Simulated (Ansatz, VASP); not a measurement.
**Sb: VASP beside Ansatz**

```
Sb
1.0
     3.33911    0.00000    0.00000
    -1.66955    2.89175    0.00000
     0.00000    0.00000    5.52063
Sb
2
Direct
  0.33333 0.66667 0.25000
  0.66667 0.33333 0.75000
```

Alike in both runs: task single point; functional LDA; k mesh 12 × 12 × 7; occupations fermi-dirac, width 0.1 eV; no spin polarisation.

```csv
,VASP,Ansatz
version,VASP 6.6.1,Ansatz 0.2.0
potentials or method,"VASP PAW LDA potentials, release 64 (Sb)","plane waves (420 eV) with PAW, scalar-relativistic"
plane-wave cutoff (eV),520,420
valence electrons in the cell,10,30
```

|  | VASP | Ansatz | Ansatz less VASP |
| --- | --- | --- | --- |
| pressure (GPa) | -2.2 | -2.3 | -0.07 |
| largest component of the traceless stress (GPa) | 0.42 | 0.37 | -0.054 |

The two sets of potentials don't hold the same shells in valence. Ansatz warned: «pseudo_functional_mismatch».

The runs have no spin-orbit coupling, so splittings on Sb are missing.
